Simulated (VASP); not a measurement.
# Nb in VASP: relaxation of the atoms with PBE

Aim: the relaxation of the atoms of Nb with PBE.

Everything below comes from runs of VASP 6.6.1. Logs are shortened: lines on timing, memory, paths and dates and some standing lists are left out, and cuts for length are marked.

### 1 Starting point

The cell holds a slab with vacuum, 9 atoms: a = 3.310 Å, b = 2.867 Å, c = 33.724 Å, α = 90.00°, β = 90.00°, γ = 54.74°.

The cell was built by a generator and needn't be a form met in nature.

### 2 Relaxation of the atoms, PBE

INCAR

```
SYSTEM = Nb
PREC = Accurate
ENCUT = 520
EDIFF = 1E-6
ISMEAR = 1
SIGMA = 0.1
LREAL = .False.
LASPH = .True.
NELM = 80
ALGO = Normal
ISIF = 2
LWAVE = .False.
LCHARG = .False.
GGA = PE
IBRION = 2
NSW = 30
EDIFFG = -0.02
KPAR = 2
```

KPOINTS

```
Automatic mesh
0
Gamma
  14 14 1
  0 0 0
```

POSCAR

```
Nb
1.0
    3.3100000000      0.0000000000      0.0000000000
    1.6550000000      2.3405234500      0.0000000000
    0.0000000000      0.0000000000     33.7241875700
Nb
9
Direct
    0.0000000000      0.0000000000      0.2223923100
    0.5000000000      0.0000000000      0.2917942300
    0.0000000000      0.0000000000      0.3611961600
    0.5000000000      0.0000000000      0.4305980800
    0.0000000000      0.0000000000      0.5000000000
    0.5000000000      0.0000000000      0.5694019200
    0.0000000000      0.0000000000      0.6388038400
    0.5000000000      0.0000000000      0.7082057700
    0.0000000000      0.0000000000      0.7776076900
```

Potentials or basis: VASP PAW PBE potentials, release 64 (Nb_sv).

Started as:

```console
$ cat potpaw_PBE.64/Nb_sv/POTCAR > POTCAR
$ mpirun -np 2 vasp_std > vasp.out
```

OUTCAR:

```text
SYSTEM = Nb
   PREC = Accurate
   ENCUT = 520
   EDIFF = 1E-6
   ISMEAR = 1
   LREAL = .False.
   LASPH = .True.
   NELM = 80
   ISIF = 2
   GGA = PE
   IBRION = 2
   NSW = 30
   EDIFFG = -0.02

 ion  position               nearest neighbor table
   1  0.000  0.000  0.222-   2 2.87   2 2.87
   2  0.500  0.000  0.292-   1 2.87   1 2.87   3 2.87   3 2.87
   3  0.000  0.000  0.361-   4 2.87   4 2.87   2 2.87   2 2.87
   4  0.500  0.000  0.431-   5 2.87   5 2.87   3 2.87   3 2.87
   5  0.000  0.000  0.500-   4 2.87   6 2.87   4 2.87   6 2.87
   6  0.500  0.000  0.569-   5 2.87   5 2.87   7 2.87   7 2.87
   7  0.000  0.000  0.639-   6 2.87   6 2.87   8 2.87   8 2.87
   8  0.500  0.000  0.708-   9 2.87   9 2.87   7 2.87   7 2.87
   9  0.000  0.000  0.778-   8 2.87   8 2.87

  LATTYP: Found a base centered orthorhombic cell.
 ALAT       =     3.3100000000
 B/A-ratio  =     1.4142135650
 C/A-ratio  =    10.1885763051

  Lattice vectors:

 A1 = (   1.6550000000,  -2.3405234500,   0.0000000000)
 A2 = (   1.6550000000,   2.3405234500,   0.0000000000)
 A3 = (   0.0000000000,   0.0000000000,  33.7241875700)

Analysis of symmetry for initial positions (statically):
=====================================================================
 Subroutine PRICEL returns:
 Original cell was already a primitive cell.

 Routine SETGRP: Setting up the symmetry group for a
 base centered orthorhombic supercell.

 Subroutine GETGRP returns: Found  8 space group operations
 (whereof  8 operations were pure point group operations)
 out of a pool of  8 trial point group operations.

The static configuration has the point symmetry D_2h.

Analysis of symmetry for dynamics (positions and initial velocities):
=====================================================================
 Subroutine PRICEL returns:
 Original cell was already a primitive cell.

 Routine SETGRP: Setting up the symmetry group for a
 base centered orthorhombic supercell.

 Subroutine GETGRP returns: Found  8 space group operations
 (whereof  8 operations were pure point group operations)
 out of a pool of  8 trial point group operations.

The dynamic configuration has the point symmetry D_2h.

 Subroutine INISYM returns: Found  8 space group operations
 (whereof  8 operations are pure point group operations),
 and found     1 'primitive' translations

----------------------------------------------------------------------------------------

                                     Primitive cell

  volume of cell :     261.2658

  direct lattice vectors                    reciprocal lattice vectors
     3.310000000  0.000000000  0.000000000     0.302114804 -0.213627426  0.000000000
     1.655000000  2.340523450  0.000000000     0.000000000  0.427254852  0.000000000
     0.000000000  0.000000000 33.724187570     0.000000000  0.000000000  0.029652308

  length of vectors
     3.310000000  2.866544090 33.724187570     0.370013556  0.427254852  0.029652308

  position of ions in fractional coordinates (direct lattice)
     0.000000000  0.000000000  0.222392310
     0.500000000  0.000000000  0.291794230
     0.000000000  0.000000000  0.361196160
     0.500000000  0.000000000  0.430598080
     0.000000000  0.000000000  0.500000000
     0.500000000  0.000000000  0.569401920
     0.000000000  0.000000000  0.638803840
     0.500000000  0.000000000  0.708205770
     0.000000000  0.000000000  0.777607690

  ion indices of the primitive-cell ions
   primitive index   ion index
                 1           1
                 2           2
                 3           3
                 4           4
                 5           5
                 6           6
                 7           7
                 8           8
                 9           9

----------------------------------------------------------------------------------------

 KPOINTS: Automatic mesh

Automatic generation of k-mesh.
 Grid dimensions read from file:
 generate k-points for:   14   14    1

 Generating k-lattice:

  Cartesian coordinates                     Fractional coordinates (reciprocal lattice)
     0.021579629 -0.015259102  0.000000000     0.071428571  0.000000000  0.000000000
     0.000000000  0.030518204  0.000000000     0.000000000  0.071428571  0.000000000
     0.000000000  0.000000000  0.029652308     0.000000000  0.000000000  1.000000000

  Length of vectors
     0.026429540  0.030518204  0.029652308

  Shift w.r.t. Gamma in fractional coordinates (k-lattice)
     0.000000000  0.000000000  0.000000000

 Subroutine IBZKPT returns following result:
 ===========================================

 Found     57 irreducible k-points:

 Following reciprocal coordinates:
            Coordinates               Weight
  0.000000  0.000000  0.000000      1.000000
  0.071429 -0.000000  0.000000      4.000000
  0.142857  0.000000  0.000000      4.000000
  0.214286  0.000000  0.000000      4.000000
  0.285714  0.000000  0.000000      4.000000
  0.357143 -0.000000  0.000000      4.000000
[... 16 lines left out ...]
  0.285714  0.142857  0.000000      2.000000
  0.357143  0.142857  0.000000      4.000000
 [... further k-points ...]
   k-points           NKPTS =     57   k-points in BZ     NKDIM =     57   number of bands    NBANDS=     70
   number of dos      NEDOS =    301   number of ions     NIONS =      9
   total plane-waves  NPLWV = 169344
   dimension x,y,z NGX =    28 NGY =   24 NGZ =  252
   dimension x,y,z NGXF=    56 NGYF=   48 NGZF=  504
   ions per type =               9
   NGX,Y,Z   is equivalent  to a cutoff of  14.06, 13.92, 12.42 a.u.
   NGXF,Y,Z  is equivalent  to a cutoff of  28.13, 27.84, 24.85 a.u.
 SYSTEM =  Nb
   PREC   = accura    normal or accurate (medium, high low for compatibility)
   ISTART =      0    job   : 0-new  1-cont  2-samecut
   ICHARG =      2    charge: 1-file 2-atom 10-const
   ISPIN  =      1    spin polarized calculation?
   LNONCOLLINEAR =      F non collinear calculations
   LSORBIT =      F    spin-orbit coupling
   LASPH  =      T    aspherical Exc in radial PAW
   ENCUT  =  520.0 eV  38.22 Ry    6.18 a.u.   6.15  5.33 62.70*2*pi/ulx,y,z
   NELM   =     80;   NELMIN=  2; NELMDL= -5     # of ELM steps
   EDIFF  = 0.1E-05   stopping-criterion for ELM
   LREAL  =      F    real-space projection
   EDIFFG = -.2E-01   stopping-criterion for IOM
   NSW    =     30    number of steps for IOM
   IBRION =      2    ionic relax: 0-MD 1-quasi-New 2-CG
   NFREE  =      1    steps in history (QN), initial steepest desc. (CG)
   ISIF   =      2    stress and relaxation
   ISYM   =      2    0-nonsym 1-usesym 2-fastsym
   POTIM  = 0.5000    time-step for ionic-motion
   TEBEG  =    0.0;   TEEND  =   0.0 temperature during run
   PSTRESS=    0.0 pullay stress
   NELECT =     117.0000    total number of electrons
   NUPDOWN=      -1.0000    fix difference up-down
   EMIN   =  10.00;   EMAX   =-10.00  energy-range for DOS
   EFERMI =   0.00;   METHOD = LEGACY
   ISMEAR =     1;   SIGMA  =   0.10  broadening in eV -4-tet -1-fermi 0-gaus
   EFERMI_NEDOS =   21; number of points for ismear=-14 and -15
   IALGO  =     38    algorithm
   IMIX   =      4    mixing-type and parameters
     AMIX     =   0.40;   BMIX     =  1.00
     AMIX_MAG =   1.60;   BMIX_MAG =  1.00
  volume/ion in A,a.u.               =      29.03       195.90
  Fermi-wavevector in a.u.,A,eV,Ry     =   1.252495  2.366872 21.344050  1.568743
  Thomas-Fermi vector in A             =   2.386392
   LORBIT       =      0    0 simple, 1 ext, 2 COOP (PROOUT), +10 PAW based schemes
   GGA     = PE    functional components
   LHFCALC =     F    Hartree Fock is set to
   AEXX    =    0.0000 exact exchange contribution
   IVDW    =     0    specifies the selected vdW correction
   LEPSILON=     F    determine dielectric tensor
   LRPA    =     F    only Hartree local field effects (RPA)
 conjugate gradient relaxation of ions
 non-spin polarized calculation
 Methfessel and Paxton  Order N= 1 SIGMA  =   0.10
  energy-cutoff  :      520.00
  volume of cell :      261.27
 maximum number of plane-waves:      7088
 NGX is ok and might be reduce to    28
   NGX = 13   NGY = 11   NGZ =125

--------------------------------------- Ionic step        1  -------------------------------------------

 number of electron     117.0000004 magnetization

 Free energy of the ion-electron system (eV)
  ---------------------------------------------------
  ext. energy  EPLUGINS =         0.00000000
  ---------------------------------------------------
  free energy    TOTEN  =       -89.87143201 eV

  energy without entropy =      -89.86933617  energy(sigma->0) =      -89.87073340

------------------------ aborting loop because EDIFF is reached ----------------------------------------

  FORCE on cell =-STRESS in cart. coord.  units (eV):
  Direction    XX          YY          ZZ          XY          YZ          ZX
  --------------------------------------------------------------------------------------
  -------------------------------------------------------------------------------------
  Total       -3.5452451     -4.3105378     -2.8372741      0.0000000      0.0000000      0.0000000
  in kB      -21.7407418    -26.4337973    -17.3992042      0.0000000      0.0000000      0.0000000
  external PRESSURE =     -21.8579144 kB  Pullay stress =       0.0000000 kB
[... 110 lines left out ...]
  FREE ENERGIE OF THE ION-ELECTRON SYSTEM (eV)
  ---------------------------------------------------
  free  energy   TOTEN  =       -89.9120755836 eV

  energy  without entropy=      -89.9066362755  energy(sigma->0) =      -89.91026248

[... ionic steps 4 to 12 ...]

--------------------------------------- Ionic step       13  -------------------------------------------

 number of electron     117.0000004 magnetization

------------------------ aborting loop because EDIFF is reached ----------------------------------------
[... 81 lines left out ...]
--------------------------------------- Ionic step       15  -------------------------------------------

 number of electron     117.0000004 magnetization

 Free energy of the ion-electron system (eV)
  ---------------------------------------------------
  ext. energy  EPLUGINS =         0.00000000
  ---------------------------------------------------
  free energy    TOTEN  =       -89.92331234 eV

  energy without entropy =      -89.92347890  energy(sigma->0) =      -89.92336786

 E-fermi :   5.3404     XC(G=0):  -8.3282

 val. band max:        5.3383548088   @ k =   0.0714  -0.0000   0.0000
 cond. band min:       5.3413722486   @ k =   0.5000   0.2143   0.0000
 fundamental gap:      0.0030174399
 Fermi energy:         5.3403780738

 k-point     1 :       0.0000    0.0000    0.0000
  band No.  band energies     occupation
      1     -49.2508      2.00000
      2     -49.2508      2.00000
      3     -49.0114      2.00000
      4     -48.9937      2.00000
      5     -48.9513      2.00000
      6     -48.9017      2.00000
[... 1741 lines left out ...]
     69       7.7831      0.00000
     70       7.8574      0.00000

 [... further k-points ...]

------------------------ aborting loop because EDIFF is reached ----------------------------------------

  FORCE on cell =-STRESS in cart. coord.  units (eV):
  Direction    XX          YY          ZZ          XY          YZ          ZX
  --------------------------------------------------------------------------------------
  -------------------------------------------------------------------------------------
  Total       -1.0317783     -1.3210412      0.1624192     -0.0000000      0.0000000      0.0000000
  in kB       -6.3272427     -8.1011088      0.9960140     -0.0000000      0.0000000      0.0000000
  external PRESSURE =      -4.4774458 kB  Pullay stress =       0.0000000 kB
[... 24 lines left out ...]
  FREE ENERGIE OF THE ION-ELECTRON SYSTEM (eV)
  ---------------------------------------------------
  free  energy   TOTEN  =       -89.9233123424 eV

  energy  without entropy=      -89.9234789012  energy(sigma->0) =      -89.92336786

 reached required accuracy - stopping structural energy minimisation
```

Wall time 2 h (2 MPI ranks of AMD EPYC 9R45 (Zen 5), shared host); peak memory 0.93 GiB.

What came out:

```yaml
Free_energy: -89.9233 eV
Energy_gained_by_relaxing: 5.8 meV/atom
Ionic_steps: 15
Largest_force_after_relaxing: 0.013 eV/Å
Band_gap_on_the_k_mesh: none (metal or under the smearing width)
```

Forces in eV/Å, atoms in the order of the input:
```
Nb   0.000  0.000 -0.004
Nb   0.000  0.000 -0.013
Nb   0.000  0.000  0.005
Nb   0.000  0.000 -0.013
Nb   0.000  0.000  0.000
Nb   0.000  0.000  0.013
Nb   0.000  0.000 -0.005
Nb   0.000  0.000  0.013
Nb   0.000  0.000  0.004
```

The path:
```csv
step,energy change (eV),largest force (eV/Å),pressure (GPa)
1,0.0000,0.4190,-2.19
2,-0.0246,0.2926,-1.96
3,-0.0406,0.0965,-1.53
4,-0.0407,0.0916,-1.50
5,-0.0435,0.0727,-1.42
6,-0.0460,0.0470,-1.29
7,-0.0441,0.1597,-1.02
8,-0.0465,0.0591,-1.22
9,-0.0474,0.0422,-1.17
10,-0.0480,0.0384,-1.11
11,-0.0475,0.1135,-0.99
12,-0.0482,0.0576,-1.08
13,-0.0491,0.0504,-1.02
14,-0.0511,0.0316,-0.83
15,-0.0519,0.0131,-0.45
```

Final structure:
```yaml
crystal:
  lattice:
    - [3.31000, 0.00000, 0.00000]
    - [1.65500, 2.34052, 0.00000]
    - [0.00000, 0.00000, 33.72419]
  atoms:
    - { symbol: Nb, position: [0.00000, 0.00000, 0.22705] }
    - { symbol: Nb, position: [0.50000, 0.00000, 0.29285] }
    - { symbol: Nb, position: [0.00000, 0.00000, 0.36238] }
    - { symbol: Nb, position: [0.50000, 0.00000, 0.43106] }
    - { symbol: Nb, position: [0.00000, 0.00000, 0.50000] }
    - { symbol: Nb, position: [0.50000, 0.00000, 0.56894] }
    - { symbol: Nb, position: [0.00000, 0.00000, 0.63762] }
    - { symbol: Nb, position: [0.50000, 0.00000, 0.70715] }
    - { symbol: Nb, position: [0.00000, 0.00000, 0.77295] }
```
